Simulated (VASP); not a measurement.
Crystal: CaSe.

```
Ca Se
1.0
     0.00000    2.98268    2.98268
     2.98268    0.00000    2.98268
     2.98268    2.98268    0.00000
Ca Se
1 1
Direct
  0.00000 0.00000 0.00000
  0.50000 0.50000 0.50000
```

The cell was built by a generator and needn't be a form met in nature.

Base run:

| Quantity | Value |
| --- | --- |
| Program | VASP 6.6.1 |
| Functional | PBE0 |
| Potentials or basis | VASP PAW PBE potentials, release 64 (Ca_sv, Se) |
| Cutoff | 520 eV |
| k mesh | 6 × 6 × 6 |
| Occupations | gaussian, width 0.02 eV |
| Spin | no spin polarisation |

Its results: band gap on the k mesh 3.74 eV, indirect (least direct gap 4.77 eV); pressure -0.6 GPa.

Problem. The run is repeated on the same cell with these changes: functional from PBE0 to HSE06. What comes out?

Solution. Band gap on the k mesh 3.07 eV, indirect (least direct gap 4.08 eV); pressure -0.5 GPa.

Caveats: the PAW data sets were made with another functional, which shifts forces and pressure a little.

A k mesh can miss the band edges.
